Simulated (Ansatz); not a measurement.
# WS2 (Tungstenite): the cost of one run

Computed with Ansatz 0.2.0 through its Python package. The levels of theory stand in the script.

## Step 1: Starting point

It takes space group R3m (No. 160, trigonal). The conventional cell has a = 3.158 Å, b = 3.158 Å, c = 18.490 Å, α = 90.00°, β = 90.00°, γ = 120.00°. W (site symmetry 3m) is surrounded by 6 S at 2.39 to 2.42 Å. Around S (site symmetry 3m) lie 3 W at 2.39 Å. Around S (site symmetry 3m) lie 3 W at 2.42 Å.

No structure file is read: the coordinates are typed or built in the script.

## Step 2: Script

xc.py

```python
import ansatz as az


def main() -> None:
    lattice = az.Lattice.of(
        (1.579, 0.91164, 6.16333),
        (-1.579, 0.91164, 6.16333),
        (0.0, -1.82327, 6.16333),
    )
    sites = [
        ("W", (0.0, 0.0, 0.0)),
        ("S", (0.2497, 0.2497, 0.2497)),
        ("S", (0.419, 0.419, 0.419)),
    ]
    xtal = az.Crystal(lattice=lattice)
    for symbol, position in sites:
        xtal = xtal.atom(symbol, position)

    setup = (
        xtal.calculation()
        .basis(37 * az.Ry)
        .kpoints(spacing=0.2)
        .occupations(az.OccupationsMethod.FERMI_DIRAC, width=0.1)
        .scf(tolerance=1e-10)
        .forces()
        .stress()
    )

    rows = []
    for value in ["blyp", "pbesol", "r2scan"]:
        rep = setup.functional(value).run(threads=1).report
        rows.append((value, rep["free_energy_ev"] / len(rep["lattice"]["sites"]), rep["n_iterations"], sum(rep["stress_gpa"][i][i] for i in range(3)) / 3, max(abs(f) for row in rep["forces_ev_ang"] for f in row), rep["n_kpoints"]))

    print("  functional   F/atom (eV)    iterations       P (GPa)  max component (eV/A)      k-points")
    for row in rows:
        print(f"{str(row[0]):>12s}  {row[1]:12.5f}  {row[2]:12d}  {row[3]:12.3f}  {row[4]:20.4f}  {row[5]:12d}")


if __name__ == "__main__":
    main()
```

## Step 3: The input behind the calls

The package turns the script's settings into the engine's input (first run):

```yaml
crystal:
  lattice:
    - [1.579, 0.91164, 6.16333]
    - [-1.579, 0.91164, 6.16333]
    - [0.0, -1.82327, 6.16333]
  atoms:
    - { symbol: W, position: [0.0, 0.0, 0.0] }
    - { symbol: S, position: [0.2497, 0.2497, 0.2497] }
    - { symbol: S, position: [0.419, 0.419, 0.419] }
basis:
  ecutwfc: 503.410645550778
kpoints:
  mp_grid:
    kspacing: 0.2
hamiltonian:
  xc: blyp
scf:
  convergence:
    dr2_threshold: 1.0e-10
  occupations:
    method: fermi_dirac
    width: 0.1
output:
  forces: true
  stress: true
```

## Step 4: The run

Command:

```bash
python xc.py
```

Q: Estimate wall time and peak memory on 1 thread of Arm Neoverse V1, shared host.

About 1.7 min, with a peak of 0.66 GiB.
